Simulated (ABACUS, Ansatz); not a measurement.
# CdSe: energy against volume and a worked fit

```
Cd Se
1.0
     0.00000    3.07027    3.07027
     3.07027    0.00000    3.07027
     3.07027    3.07027    0.00000
Cd Se
1 1
Direct
  0.00000 0.00000 0.00000
  0.25000 0.25000 0.25000
```

The cell is a database's computed one, not the measured one.

The cell was scaled at fixed shape and fractions and run with Ansatz, Ansatz PAW, cutoff 420 eV; PBEsol, k mesh 8 × 8 × 8 on the cell of 2 atoms, fermi-dirac occupations of 0.05 eV, no spin polarisation, no spin-orbit coupling. The potentials were made for PBE. Energies are those that the program minimises, any entropy of the smearing included.

```csv
V (Å³/atom),energy over the lowest row (meV/atom)
27.2056,4.79
27.7844,0.32
28.3633,0.00
28.9421,?
29.5210,10.02
30.0998,19.59
30.6786,31.76
```

Fit the third-order Birch-Murnaghan form, give V0, B0 and B′, and predict the energy left open.

With y = (V0/V)^(2/3), E = E0 + (9 V0 B0/16) [(y - 1)³ B′ + (y - 1)² (6 - 4y)]. Least squares through the rows shown give V0 = 28.1188 Å³/atom, E0 = -0.34 meV, B0 = 52.06 GPa (1 eV/Å³ = 160.218 GPa) and B′ = 4.69, with a largest miss of 0.01 meV. At V = 28.9421 the form with these constants gives 3.37 meV; the run gave 3.38 meV an atom. Other set-ups at this level, from all their volumes (Å³/atom, GPa): ABACUS, PseudoDojo NC SR 0.4.1 PBEsol standard, plane waves: V0 28.144, B0 52.13; Ansatz, PseudoDojo standard (made for PBE): V0 28.139, B0 52.09; Ansatz, PseudoDojo stringent (made for PBE): V0 28.135, B0 52.09; Ansatz, Ansatz PAW (files of its older set among them) (made for PBE): V0 28.127, B0 52.09.
